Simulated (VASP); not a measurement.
Cu, 4 atoms in the cell. The structure is hexagonal, space group P6_3/mmc (No. 194). Conventional cell: a = 2.520 Å, b = 2.520 Å, c = 8.233 Å, α = 90.00°, β = 90.00°, γ = 120.00°. Cu (site symmetry -3m) has 12 Cu at 2.52 Å as nearest neighbours. Cu (site symmetry -6m2) has 12 Cu at 2.52 Å as nearest neighbours. This isn't the form of Cu at room conditions, which is fcc.

```yaml
Program: VASP 6.6.1
Task: single point
Functional: PBEsol
Potentials_or_basis: VASP PAW PBE potentials, release 64 (Cu)
Cutoff: 520 eV
k_mesh: 19 × 19 × 5
Occupations: fermi-dirac, width 0.1 eV
Spin: no spin polarisation
Dipole_correction: no
Further_INCAR_settings: ALGO = Normal; EDIFF = 1e-06; NBANDS = 30
```

Potentials or basis: VASP PAW PBE potentials, release 64 (Cu).

Launch:

```sh
$ cat potpaw_PBE.64/Cu/POTCAR > POTCAR
$ mpirun -np 1 vasp_std > vasp.out
```

Hardware: 1 thread of Intel(R) Xeon(R) Platinum 8488C (Sapphire Rapids) (shared host).

**Question.** Estimate the wall time of this run.

**Answer.** Run time: 83 s on 1 thread of Intel(R) Xeon(R) Platinum 8488C (Sapphire Rapids), with other jobs on the host, peak memory 0.23 GiB. Counts: scf iterations 13, k points 120.
